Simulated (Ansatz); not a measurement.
## Bi: the change of pressure and energy less free atoms with volume scale

All results are calculated (Ansatz 0.2.0). Periodic Kohn-Sham DFT of a crystal at fixed atoms, scaled to volume_scale times the given cell; pressure positive in compression, energy less spherical unpolarised free atoms, largest_vzz the field gradient of largest size among the nuclei.

The cell before it is scaled or strained (space group Fm-3m, No. 225):
```
Bi
1.0
      0.0000     2.5146     2.5146
      2.5146     0.0000     2.5146
      2.5146     2.5146     0.0000
Bi
1
Direct
  0.00000 0.00000 0.00000
```

Settings of every row: method all-electron LAPW; functional PBE; relativity scalar; k mesh 16x16x16; filling fermi-dirac; smearing width 0.05 eV; basis error target 0.5 meV/atom; nucleus gaussian.

Atom start moment: 0 on all atoms.

Limits: no spin-orbit coupling on heavy atoms; the cell comes from a prototype or a list of computed structures and needn't be the stable phase.

| row | volume scale | V (Å³/atom) | pressure (GPa) | energy less free atoms (eV/atom) |
| --- | --- | --- | --- | --- |
| 1 | 0.95 | 30.211 | 2.961 | -3.6758 |
| 2 | 0.975 | 31.006 | 1.383 | -3.6864 |
| 3 | 1 | 31.803 | 0.009 | -3.6898 |
| 4 | 1.025 | 32.596 | -1.195 | -3.6868 |
| 5 | 1.05 | 33.391 | ? | ? |

Question: what pressure and energy less free atoms should row 5 give?

Worked fit of pressure. Take u = (V_r/V)^(2/3) − 1 with V_r = 31.404 Å³ an atom, which is twice the finite (Eulerian) strain; such expansions in the strain, on which the Birch-Murnaghan equation of state is built, carry the rest volume and the bulk modulus. The shown rows have u = 0.02616, 0.00854, -0.00838, -0.02453. Least squares give pressure = 0.6735 + 81.58 × u + 222.57 × u² GPa; a straight line predicts inner rows, each left out in turn, worse (root mean square 0.091 against 0.0077 GPa). The rows lie off it by 0.001, -0.003, 0.004, -0.001. The pressure vanishes at u = -0.0085, or V = 31.81 Å³ an atom, and there the bulk modulus at fixed shape and fractions is B = −V dP/dV = (2/3)(1 + u) dP/du = 51.4 GPa. The withheld row has u = -0.04008, so the fit gives 0.6735 + 81.58 × (-0.04008) + 222.57 × (-0.04008)² = -2.239 GPa.

The calculation gave -2.247 GPa. The fit lies 0.008 GPa (0.15 % of the column's range) above it; its largest miss of a shown row is 0.004 GPa. This row lies beyond the range of the fit.

Worked fit of energy less free atoms. Take u = (V_r/V)^(2/3) − 1 with V_r = 31.404 Å³ an atom, which is twice the finite (Eulerian) strain; such expansions in the strain, on which the Birch-Murnaghan equation of state is built, carry the rest volume and the bulk modulus. The shown rows have u = 0.02616, 0.00854, -0.00838, -0.02453. Least squares give energy less free atoms = −3.68895 + 0.1981 × u + 11.644 × u² eV/atom; a straight line predicts inner rows, each left out in turn, worse (root mean square 0.0047 against 1.8e-05 eV/atom). All shown rows lie on it to the printed digit. Its lowest point lies at u = -0.0085, or V = 31.81 Å³ an atom, and the curvature there gives the bulk modulus at fixed shape and fractions, B = (4/9)(1 + u)² E″(u)/V = 51.2 GPa. The withheld row has u = -0.04008, so the fit gives −3.68895 + 0.1981 × (-0.04008) + 11.644 × (-0.04008)² = -3.6782 eV/atom.

The calculation gave -3.6782 eV/atom. The fit meets it to the printed digit. This row lies beyond the range of the fit.
